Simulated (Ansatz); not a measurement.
NbAs, DFT, LDA, PAW with Ansatz's default frozen-core files, scalar-relativistic (Ansatz 0.2.0), run on 1 thread of Arm Neoverse V2 on a shared host.

The geometry is COD entry 1537320, unchecked; take it as a test cell. The listed cell was then made from it by scaling, straining or moving an atom.

Command: `ansatz run input.yaml --threads 1 --pin off --max-ram 4096MiB --backend cpu --events-out ev --progress --plain --runs-dir out`

```yaml
crystal:
  lattice:
    - [-1.8015085, 1.6847085, 5.84]
    - [1.6847085, -1.8015085, 5.84]
    - [1.7669915, 1.7669915, -5.874517]
  atoms:
    - { symbol: Nb, position: [0.75, 0.75, 0.0] }
    - { symbol: Nb, position: [0.5, 0.0, 0.5] }
    - { symbol: As, position: [0.166, 0.166, 0.0] }
    - { symbol: As, position: [0.916, 0.416, 0.5] }
kpoints:
  mp_grid: { grid: [15, 15, 15] }
scf:
  occupations: { method: fermi_dirac, width: 0.08 }
hamiltonian:
  xc: lda
  pseudopotentials: { kind: paw }
output:
  forces: true
  stress: true
  eigenvalues: true
  efg: { contact_densities: true }
```

Problem. How large is the problem that the program sets up?

Solution. 904 irreducible k-points, 1371 plane waves at Γ, 34 bands.

Problem. About how long does it take, and how much memory does it use?

Solution. 2.9 min of wall time for 7 SCF iterations, with a peak of 1.6 GiB. Times on shared machines scatter by tens of per cent.
